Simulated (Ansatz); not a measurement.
## Calculated Ge-73 nuclear quadrupole resonance for GeS

Cell: a computed structure from the Materials Project (it need not be an observed phase), whose atoms a relaxation with r2SCAN at fixed cell left in place.

Space group Pnma (No. 62); a = 10.7808, b = 3.6031, c = 4.5231 Å.

| site | Wyckoff | site symmetry | x | y | z |
| --- | --- | --- | --- | --- | --- |
| Ge | 4c | .m. | 0.8722 | 0.2500 | 0.3669 |
| S | 4c | .m. | 0.6548 | 0.2500 | 0.5148 |

One atom of each set is listed.

Computed with Ansatz: DFT, r2SCAN, plane waves and PAW, scalar-relativistic, 500 eV cutoff, Γ-centred 3×9×7 k-points, Fermi–Dirac smearing 0.01 eV.

Ge-73: I = 9/2, Q = -196.0 mb (year-2017 value). Static lattice, zero field.

**Question.** The simulated lines lie at 2.57, 3.50, 5.46, 6.07, 7.32 MHz. What are |C_Q|, η and |V_zz| at Ge?

**Answer.** For I = 9/2 and η = 0 the lines are |C_Q|/24 times 1, 2, 3 and 4; η shifts the lowest up most. At large η the states mix, and weaker lines appear at sums of the main ones; lines under 5 % of the strongest are left out. Here |C_Q| = 44.1 MHz, η = 0.23 and |V_zz| = 9.31 × 10²¹ V/m². The calculation gives V_zz negative; the lines don't show the sign. The site has 3 S at 2.42–2.44 Å.

At Ge V_zz stands upright on the plane through its three neighbours (within 4°).
